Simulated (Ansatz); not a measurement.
Input and command of a plane-wave DFT calculation in Ansatz:

```yaml
crystal:
  lattice:
    - [7.2700393928, 0.0, 0.0]
    - [-3.6350196964, 6.2960388007, 0.0]
    - [0.0, 0.0, 21.1657087726]
  atoms:
    - { symbol: F, position: [0.3131401599, 0.6879080007, 0.640828279] }
    - { symbol: H, position: [0.2575892118, 0.7444759831, 0.6114712745] }
basis:
  ecutwfc: 420
kpoints:
  mp_grid: { grid: [3, 3, 1] }
hamiltonian:
  xc: pbe
  dispersion: d3bj
scf:
  occupations: { method: gaussian, width: 0.05 }
output:
  forces: true
  eigenvalues: true
  write_density: true
  volumetric_format: npy
efield:
  axis: 3
  dipole_correction: true
  ramp_width: 0.04
```

```bash
ansatz run input.yaml --threads 2 --pin off --max-ram 6144MiB --backend cpu --events-out ev --progress --plain --runs-dir out
```

Processor: Arm Neoverse V2, 2 threads, on a host shared with other jobs.

Task: How long does it run, and how much memory does it take?

Result: About 3.3 s on 2 threads of Arm Neoverse V2, on a shared host, peak memory 0.69 GiB. It solves 8 bands at 5 k points (the mesh reduced by the symmetry that the task leaves, which can be less than the crystal's) with about 18851 plane waves, in 6 SCF iterations.
